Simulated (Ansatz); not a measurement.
## Size and volume across substitutions in P

Level of theory: DFT PBEsol, scalar-relativistic, plane waves, PAW in Ansatz 0.2.0. Run with 420 eV cutoff, 8×1×6 k-mesh, Gaussian smearing of 0.02 eV, no spin polarisation.

Starting point, cell and atoms relaxed:

```yaml
crystal:
  lattice:
    - [3.28437, 0.00000, 0.00000]
    - [0.00000, 34.87475, 0.00000]
    - [0.00000, 0.00000, 4.43691]
  atoms:
    - { symbol: P, position: [0.00000, 0.96969, 0.58262] }
    - { symbol: P, position: [0.00000, 0.03031, 0.41738] }
    - { symbol: P, position: [0.50000, 0.03031, 0.08262] }
    - { symbol: P, position: [0.50000, 0.96969, 0.91738] }
```

The P site (4 of 4 atoms in the primitive cell) was filled with other elements, and cell and atoms were relaxed; all kept the space group, which the relaxation cannot lower (axis ratios that it leaves free still change). L is the cube root of the primitive cell's volume, r the tabulated covalent radius (Cordero; sp³ for C, low spin for Mn, Fe and Co). The settings named are the parent's; mesh and smearing follow each cell.

Spin-orbit coupling is left out, which matters for the bands and energies of heavy elements.

```
element r (Å) V (Å³/atom) L (Å) gap (eV)  ΔH_f (eV/atom)
      P   1.07       127.05  7.980      0.69           0.054
     Sb   1.39       210.83  9.448     metal           0.160
     Bi   1.48       240.67  9.874     metal           0.169
```

Energies of formation count from the elements' standard states in the same functional (gases as molecules, bromine and mercury as crystals, carbon as graphite, phosphorus as black phosphorus), at zero temperature and without zero-point motion.

Gaps are Kohn–Sham gaps over the whole zone.

Problem. Estimate the volume per atom with As (r = 1.19 Å) from a straight line of L against r. How good is the estimate?

Solution. Least squares gives L = 3.046 + 4.610 r (Å), with an rms miss of 0.005 Å, so L = 8.532 Å and V = L³/4 = 155.27 Å³/atom. The calculation gives 154.13 Å³/atom: the estimate is off by +0.7 % (0.021 Å in L), more than the line's rms miss. One radius scale is a crude guide here: covalent radii are averages over molecular and coordination compounds and ignore charge transfer, moments and the kind of bonding, which can differ among these elements. As shares its group with P, Sb, Bi, so it has as many valence electrons, though the shells beneath differ.

Problem. And its gap and formation energy?

Solution. As is gapped by 0.35 eV, with ΔH_f = 0.115 eV/atom, within the range of this series. A positive value puts it above the separated elements.